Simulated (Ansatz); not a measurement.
# HfO2: the cost of one run

Method: DFT PBE, scalar-relativistic, plane waves, PAW, in Ansatz 0.2.0.

2 further runs of the same task are left out: 2 set aside as unsound or not needed.

### Step 1. Starting point

The structure is cubic, space group Fm-3m (No. 225). The conventional cell has a = 5.098 Å, b = 5.098 Å, c = 5.098 Å, α = 90.00°, β = 90.00°, γ = 90.00°. Hf (site symmetry m-3m) is surrounded by 8 O at 2.21 Å. Around O (site symmetry -43m) lie 4 Hf at 2.21 Å.

Structure file:

```cif
data_structure
_symmetry_space_group_name_H-M 'P 1'
_symmetry_Int_Tables_number 1
_cell_length_a 3.6046
_cell_length_b 3.6046
_cell_length_c 3.6046
_cell_angle_alpha 60.000
_cell_angle_beta 60.000
_cell_angle_gamma 60.000
_cell_volume 33.12
loop_
_atom_site_label
_atom_site_type_symbol
_atom_site_fract_x
_atom_site_fract_y
_atom_site_fract_z
_atom_site_occupancy
Hf1 Hf 0.00000 0.00000 0.00000 1
O1 O 0.25000 0.25000 0.25000 1
O2 O 0.75000 0.75000 0.75000 1
```

It is the result of an earlier relaxation at this level (volume 11.04 Å³/atom; gap on the mesh: 3.75 eV).

### Step 2. Relaxing at 25 GPa

What is minimised here is the enthalpy; the energy can go up as the cell is squeezed.

File input.yaml:

```yaml
crystal:
  lattice:
    - [0.0, 2.548805761, 2.548805761]
    - [2.548805761, 0.0, 2.548805761]
    - [2.548805761, 2.548805761, 0.0]
  atoms:
    - { symbol: Hf, position: [0.0, 0.0, 0.0] }
    - { symbol: O, position: [0.25, 0.25, 0.25] }
    - { symbol: O, position: [0.75, 0.75, 0.75] }
basis:
  ecutwfc: 420
kpoints:
  mp_grid: { grid: [8, 8, 8] }
hamiltonian:
  xc: pbe
scf:
  occupations: { method: fixed }
output:
  forces: true
  stress: true
  eigenvalues: true
relax:
  adjacent_minimum: "off"
  f_tol: 0.001
  max_steps: 60
  cell: { stress_tol: 0.02, p_target: 25.0 }
```

The run is started by

```console
> ansatz run input.yaml --threads 1 --pin off --max-ram 3072MiB --backend cpu --events-out ev --progress --plain --runs-dir out
```

**Question.** How long does this run take on 1 thread of Arm Neoverse V2, shared host, and how much memory does it need?

About 9.1 s, with a peak of 0.3 GiB.
